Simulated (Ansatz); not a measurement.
Crystal: MnO.

```
CELL_PARAMETERS angstrom
2.97129 -1.71698 0.00000
2.97129 1.71698 0.00000
-1.98463 0.00000 2.81031
ATOMIC_POSITIONS crystal
Mn 0.50020 0.50020 0.50067
O 0.74980 0.74980 0.24934
```

The cell comes from a database or a generator and needn't be the stable form of this composition.

Program: Ansatz 0.2.0. Alike in all runs: potentials or basis Ansatz PAW; spin collinear, ferromagnetic start; cell as given.

**Question.** Order these runs on this cell by their pressure, lowest first.
A. level PBEsol; k mesh 7 × 7 × 7; cutoff (eV) 420; smearing fermi-dirac 0.05 eV; points for each segment of the path 14
B. level revPBE; k mesh 7 × 7 × 7; cutoff (eV) 420; smearing fermi-dirac 0.05 eV; points for each segment of the path 14
C. level r2SCAN; k mesh 7 × 7 × 7; cutoff (eV) 500; smearing fermi-dirac 0.05 eV; points for each segment of the path 14
D. level PBE; k mesh 9 × 9 × 9; cutoff (eV) 420; smearing gaussian 0.011 eV

**Answer.** A (-8.4 GPa), C (-6.3 GPa), D (-3.9 GPa), B (-1.2 GPa).

Caveats: a cell with one magnetic atom can't hold antiferromagnetic order, which such compounds often take; the PAW data sets come from PBE, with cores solved anew for the run's functional, which leaves a small shift of forces and pressure (some runs); the magnetic or orbital state may not be the lowest (some runs).
